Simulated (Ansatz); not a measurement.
## Pb under changes of volume

One of the cells (30.128 Å³/atom); the others are scaled copies at fixed shape and fractional positions:

```
CELL_PARAMETERS angstrom
0.01933 2.46287 2.45281
2.50286 -0.00675 2.47889
2.48132 2.46742 0.01479
ATOMIC_POSITIONS crystal
Pb 0.00000 0.00000 0.00000
```

```yaml
Program: Ansatz 0.2.0
Functional: PBE
Potentials_or_basis: all-electron LAPW, scalar-relativistic
Cutoff: 171 eV (chosen from the basis error)
Basis_error_allowed: 0.0005 eV/atom
k_mesh: 9 × 9 × 9
Occupations: fermi-dirac, width 0.05 eV
Spin: no spin polarisation
```

| volume (Å³/atom) | energy over the lowest point (meV/atom) | pressure (GPa) |
| --- | --- | --- |
| 28.320 | 63.58 | 6.4 |
| 28.923 | 41.95 | 5.0 |
| 29.526 | 25.42 | 3.8 |
| 30.128 | 13.47 | 2.6 |
| 30.731 | 5.57 | 1.6 |
| 31.333 | ? | ? |
| 31.936 | 0.00 | -0.1 |

Task: What does the run at 31.333 Å³/atom give?

Result: Energy over the lowest point 1.22 meV/atom; pressure 0.7 GPa.

Worked out: A Birch-Murnaghan fit of order 3 (a polynomial in V^(-2/3)) to the other rows has its minimum at 31.88 Å³/atom with B0 = V·E''(V) = 40 GPa and B' = 5.4 at fixed shape and positions, which overstates the stiffness. It gives 1.20 meV/atom at 31.333 Å³/atom, against the run's 1.22, and -dE/dV = 0.7 GPa, against 0.7.

Energies are extrapolated to zero smearing.
